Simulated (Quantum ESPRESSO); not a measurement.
Something may be wrong with this Quantum ESPRESSO 7.5 calculation of Ir.

Contents of pw.in:

```
&CONTROL
  calculation = 'vc-relax'
  prefix = 'pwscf'
  outdir = './tmp'
  pseudo_dir = './pseudo'
  tprnfor = .true.
  tstress = .true.
  disk_io = 'low'
  nstep = 30
  forc_conv_thr = 0.0004
  etot_conv_thr = 1d-05
/
&SYSTEM
  ibrav = 0
  nat = 1
  ntyp = 1
  ecutwfc = 68
  nbnd = 15
  input_dft = 'wc'
  occupations = 'smearing'
  smearing = 'gaussian'
  degauss = 0.00734986
/
&ELECTRONS
  conv_thr = 2d-10
  electron_maxstep = 50
  mixing_beta = 0.5
/
&IONS
  ion_dynamics = 'bfgs'
/
&CELL
  cell_dynamics = 'bfgs'
  press = 0
  press_conv_thr = 0.3
/
ATOMIC_SPECIES
Ir   192.2170 Ir.upf
CELL_PARAMETERS angstrom
   0.0644692700    1.8373557400    1.7560488600
   1.9418131400    0.0774349900    1.7430831500
   2.1728248700    2.0554017600   -0.1535767500
ATOMIC_POSITIONS crystal
Ir     0.0000000000    0.0000000000    0.0000000000
```

Potentials or basis: PseudoDojo 0.4 SR PBE stringent.

Launch:

```console
$ OMP_NUM_THREADS=1 pw.x -in pw.in > pw.out
```

pw.out:

```text
This program is part of the open-source Quantum ESPRESSO suite
     for quantum simulation of materials; please cite
         "P. Giannozzi et al., J. Phys.:Condens. Matter 21 395502 (2009);
         "P. Giannozzi et al., J. Phys.:Condens. Matter 29 465901 (2017);
         "P. Giannozzi et al., J. Chem. Phys. 152 154105 (2020);
     in publications or presentations arising from this work. More details at

     IMPORTANT: XC functional enforced from input :
     Exchange-correlation= WC
                           (   1   4  11   4   0   0   0)
     Any further DFT definition will be discarded
     Please, verify this is what you really want

     gamma-point specific algorithms are used
     Message from routine setup:
     using ibrav=0 with symmetry is DISCOURAGED, use correct ibrav instead

     G-vector sticks info
     --------------------
     sticks:   dense  smooth     PW     G-vecs:    dense   smooth      PW
     Sum         441     441    113                 7149     7149     887

     Using Slab Decomposition

     bravais-lattice index     =            0
     lattice parameter (alat)  =       4.8044  a.u.
[... 236 lines left out ...]
  -0.00007589   0.00103880  -0.00047067          -11.16      152.81      -69.24
   0.00103880   0.00066492  -0.00134716          152.81       97.81     -198.17
  -0.00047067  -0.00134716   0.00076963          -69.24     -198.17      113.22

     Energy error            =      2.9E-04 Ry
     Gradient error          =      0.0E+00 Ry/Bohr
     Cell gradient error     =      2.0E+02 kbar

     number of scf cycles    =  30
     number of bfgs steps    =  23

     enthalpy           old  =    -230.8760178962 Ry
     enthalpy           new  =    -230.8763034747 Ry

     CASE: enthalpy          _new < enthalpy          _old

     new trust radius        =       0.0365982316 bohr

     The maximum number of steps has been reached.

     End of BFGS Geometry Optimization
     new unit-cell volume =     98.90230 a.u.^3 (    14.65581 Ang^3 )
     density =     21.77866 g/cm^3

CELL_PARAMETERS (angstrom)
   0.018800766   1.925758216   1.884066398
   2.194574686   0.356041669   1.538718313
   2.799513965   1.924834432  -0.079451064

ATOMIC_POSITIONS (crystal)
Ir               0.0000000000        0.0000000000        0.0000000000

     NEW-OLD atomic charge density approx. for the potential
     New effective cutoffs (rho, wfc):  419.87  104.71

=------------------------------------------------------------------------------=
   JOB DONE.
=------------------------------------------------------------------------------=
```

**Question.** What happened, and what is wrong with the input?

**Answer.** The calculation stopped without meeting its thresholds. The input holds a flaw that was put in on purpose: missing k-point card.
